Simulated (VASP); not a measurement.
Here is a VASP 6.6.1 calculation.

INCAR

```
PREC = Accurate ; ENCUT = 520
EDIFF = 1E-8 ; ISMEAR = 0
SIGMA = 0.02 ; LREAL = False
LASPH = True ; NELM = 80
ALGO = Normal ; ISIF = 2
LWAVE = False ; LCHARG = False
METAGGA = R2SCAN ; LMIXTAU = True
LCALCEPS = True
```

File KPOINTS:

```
Automatic mesh
0
Gamma
  8 8 8
```

File POSCAR:

```
SrO
1.0
    0.0000000000      2.5661400000      2.5661400000
    2.5661400000      0.0000000000      2.5661400000
    2.5661400000      2.5661400000      0.0000000000
Sr O
1 1
Direct
    0.0000000000      0.0000000000      0.0000000000
    0.5000000000      0.5000000000      0.5000000000
```

Potentials or basis: VASP PAW PBE potentials, release 64 (Sr_sv, O).

The run is started by

```console
$ cat potpaw_PBE.64/Sr_sv/POTCAR potpaw_PBE.64/O/POTCAR > POTCAR
$ mpirun -np 1 vasp_std > vasp.out
```

(1) Estimate the electronic dielectric tensor (diagonal).

(2) Predict the Born charges (mean of the diagonal).

(3) Predict the band gap on the k mesh.

Results:

(1) 3.53.

(2) Sr +2.42; O -2.42 e.

(3) 3.74 eV, indirect (least direct gap 3.82 eV).
